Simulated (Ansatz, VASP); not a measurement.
# One calculation of Be, two programs

```
Be
1.0
     0.00000    1.52441    1.52441
     1.52441    0.00000    1.52441
     1.52441    1.52441    0.00000
Be
1
Direct
  0.00000 0.00000 0.00000
```

Change from the starting cell: volume scaled by 0.9, crystal datasets.

Alike in both runs: task single point; functional PBE; k mesh 20 × 20 × 20; occupations fermi-dirac, width 0.08 eV; no spin polarisation.

```csv
,VASP,Ansatz
version,VASP 6.6.1,Ansatz 0.2.0
potentials or method,"VASP PAW PBE potentials, release 64 (Be), cutoff 520 eV","all-electron PAW with datasets made for the crystal, scalar-relativistic"
```

```csv
,VASP,Ansatz,Ansatz less VASP
pressure (GPa),15.4,15.1,-0.30
```

Ansatz ran all-electron here, so the differences hold the error of VASP's frozen core and of both bases.

Caveats: so large a pressure means that the cell lies far from this level's equilibrium, or that cutoff or potentials fall short (VASP).
